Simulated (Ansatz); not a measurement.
## Energy ranking of TaSi2 structures

Computed with DFT PBE, scalar-relativistic, plane waves, PAW (Ansatz). Settings: cutoff 420 eV, Γ-centred meshes spaced at most about 0.3 Å⁻¹, and about 0.25 Å⁻¹ or finer for metals (2π included), Gaussian smearing. No spin polarisation.

The zero of energy is the elements' standard structures at the same level; no fitted shifts are applied.

Temperature and zero-point effects are left out. The comparison covers the computed candidates alone. These runs have no spin–orbit coupling, which can matter for Ta.

Invented guesses and database cells were relaxed alike, and ends that match in structure were merged. ΔE counts from the first row. Coordination counts Si atoms around Ta (those within 1.25 times the shortest such distance or 1.15 times the sum of covalent radii; a plus sign parts nearer from farther groups). The ends were matched against large subsets of the Crystallography Open Database and the Materials Project, so a missing match doesn't prove that a structure is unreported.

```csv
#,reached from,type and space group,atoms,Å³/atom,coordination,ΔE (meV/atom),gap on mesh (eV),in databases,checks
1,a cell as deposited in COD,P6_422 (No. 181),9,14.7,Ta 10,0,0.00,COD,no imaginary mode at Γ (other wave vectors untested)
2,"a relaxed cell, shaken at random and relaxed again",Fddd (No. 70),6,14.8,Ta 8+2,32,0.00,no match,-
3,random cell,P6/mmm (No. 191),3,14.9,Ta 12,499,0.00,no match,-
4,cubic Laves (C15) type (Fd-3m),"cubic Laves (C15), Fd-3m (No. 227)",6,14.0,Ta 12,599,0.00,no match,-
5,ThSi2 type (I4_1/amd),I4_1/amd (No. 141),6,16.3,Ta 8,676,0.00,no match,-
6,random cell,R-3m (No. 166),3,17.6,Ta 8,841,0.00,no match,-
7,random cell,F-43m (No. 216),3,17.2,Ta 4+6,944,0.00,no match,-
8,random cell,P4/mmm (No. 123),3,18.3,Ta 2,1394,0.00,no match,-
9,cuprite type (Pn-3m),"anti-cuprite, Pn-3m (No. 224)",6,30.0,Ta 4,1895,0.00,no match,-
```

The lowest: Space group P6_422 (No. 181), hexagonal, a = 4.806 Å, c = 6.597 Å. Ta has 10 Si at 2.62–2.84 Å and 4 Ta at 3.26 Å; around Si lie 3 Si at 2.57–2.64 Å, 5 Ta at 2.62–2.84 Å, 2 Si at 2.84 Å, 2 Si at 3.18 Å and 2 Si at 3.34 Å. Its energy over the elements is −0.48 eV/atom. It is a structure that the Crystallography Open Database (COD) lists.

```xyz
9
Lattice="4.8062 0.0000 0.0000 -2.4031 4.1623 0.0000 0.0000 0.0000 6.5969" Properties=species:S:1:pos:R:3 pbc="T T T"
Ta    2.4031    0.0000    0.0000
Ta    1.2015    2.0811    4.3979
Ta   -1.2015    2.0811    2.1990
Si    0.0000    1.3225    0.0000
Si    3.6609    0.6612    4.3979
Si    1.2578    3.5010    2.1990
Si    2.4031    2.8398    0.0000
Si   -1.2578    3.5010    4.3979
Si    1.1453    0.6612    2.1990
```

The second: Space group Fddd (No. 70), orthorhombic, a = 4.800 Å, b = 8.532 Å, c = 8.661 Å. Ta has 8 Si at 2.62–2.72 Å, 2 Si at 2.98 Å and 4 Ta at 3.27 Å; around Si lie 3 Si at 2.51–2.57 Å, 4 Ta at 2.62–2.72 Å, 2 Si at 2.94 Å, 1 Ta at 2.98 Å and 4 Si at 3.27 Å. Counting Si atoms around Ta, the first has Ta 10 and the second has Ta 8+2. The second holds Si–Si bonds in all directions (shortest 2.51 Å); in the first the shortest Si–Si distance is 2.57 Å, near bonding range too. Cells relaxed within their symmetry can be saddle points. Some types were kept out of the candidates beforehand, so the set may lack a known form.
